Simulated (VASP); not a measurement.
Set up this calculation in VASP 6.6.1, as the native input.

```
Task                   : relaxation of shape and atoms at fixed volume
Functional             : PBE
Potentials or basis    : VASP PAW PBE potentials, release 64 (Mo, Se)
Cutoff                 : 300 eV
k mesh                 : 5 × 5 × 1
Occupations            : gaussian, width 0.03 eV
Spin                   : no spin polarisation
Further INCAR settings : ALGO = Normal; EDIFF = 1e-07; IBRION = 2; EDIFFG = -0.01; NSW = 40; ISIF = 4
```

The structure of MoSe2 lies in POSCAR:

```
MoSe2                                   
1.0
    3.2487387443      0.0000000000     -0.0000000000
   -1.6243693722      2.8134902828     -0.0000000000
   -0.0000000000     -0.0000000000     14.4137635745
  Mo              Se            
     2     4
Direct
     0.3333333332999970    0.6666666667000030    0.2500000000000000
     0.6666666667000030    0.3333333332999970    0.7500000000000000
     0.3333333332999970    0.6666666667000030    0.6365763804302106
     0.6666666667000030    0.3333333332999970    0.1365763804302107
     0.3333333332999970    0.6666666667000030    0.8634236195697894
     0.6666666667000030    0.3333333332999970    0.3634236195697893
```

The cell isn't the ideal one: a relaxed cell with its volume scaled by 0.94.

The input as run:

INCAR

```
SYSTEM = MoSe2
ALGO = Normal ; EDIFF = 1E-7
EDIFFG = -0.01 ; ENCUT = 300
GGA = PE ; IBRION = 2
ISIF = 4 ; ISMEAR = 0
KPAR = 2 ; LASPH = .TRUE.
LCHARG = .FALSE. ; LREAL = .FALSE.
LWAVE = .FALSE. ; NELM = 80
NSW = 40 ; PREC = Accurate
SIGMA = 0.03
```

KPOINTS

```
k-points
0
G
  5 5 1
  0 0 0
```

Potentials or basis: VASP PAW PBE potentials, release 64 (Mo, Se).

Run with:

```bash
$ cat potpaw_PBE.64/Mo/POTCAR potpaw_PBE.64/Se/POTCAR > POTCAR
$ mpirun -np 2 vasp_std > vasp.out
```

It gave:

```yaml
Energy_gained_by_relaxing: 30.3 meV/atom
Ionic_steps: 7
Pressure_after_relaxing: 0.6 GPa
Band_gap_on_the_k_mesh: 1.19 eV, indirect (least direct gap 1.84 eV)
```

Caveat: the k mesh is coarse (spacing up to 0.45 Å⁻¹), so the values aren't converged; an odd mesh through Γ misses points on the zone boundary, where band edges often lie; this functional lacks dispersion, which binds the layers, so the pressure and a relaxed spacing across them are unreliable.

Run time: 60 s on 2 MPI ranks on AMD EPYC 7R43 64-Core Processor (Zen 3) (shared host), peak memory 0.13 GiB a rank.
